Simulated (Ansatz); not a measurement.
# Collinear states of CoO

The calculation used DFT PBEsol, scalar-relativistic, plane waves, PAW (Ansatz 0.2.0).

```
CELL_PARAMETERS angstrom
-1.50800 1.50800 2.10725
1.50800 -1.50800 2.10725
1.50800 1.50800 -2.10725
ATOMIC_POSITIONS crystal
Co 0.00000 0.00000 0.00000
O 0.50000 0.50000 0.00000
```

```json
{
 "plane-wave cutoff": "420 eV",
 "Γ-centred k-mesh": "20×20×20",
 "occupation rule": "Gaussian smearing, 0.1 eV",
 "list of starting moments (μB, in atom order)": "3 0",
 "check for lower electronic states after the SCF": "off"
}
```

Each order was relaxed in cell and atoms. No Hubbard U is used, and semilocal functionals often make open-shell oxides metallic. Site moments are spin moments in atom-centred spheres that scale with the neighbour distance. The states are those that the runs reached from these starts; a lower one can exist. No antiferromagnetic start is among these.

Order the starts by the energy of the state that they reach, lowest first.
A. no spin
B. ferromagnetic

B (0.00 meV/atom), A (121 meV/atom).

```json
{"start": "no spin", "ends": "non-magnetic", "energy above lowest (meV/atom)": "121", "site moments (μB)": "none over 0.05", "gap on mesh (eV)": "metal", "volume (Å³/atom)": "8.22"}
{"start": "ferromagnetic", "ends": "ferromagnetic", "energy above lowest (meV/atom)": "0.00", "site moments (μB)": "Co +2.34, O +0.29", "gap on mesh (eV)": "metal", "volume (Å³/atom)": "9.05"}
```

Cost: 2 runs of about 5.7 core-minutes in all, on Intel Xeon Processor @ 2.70GHz (shared hosts).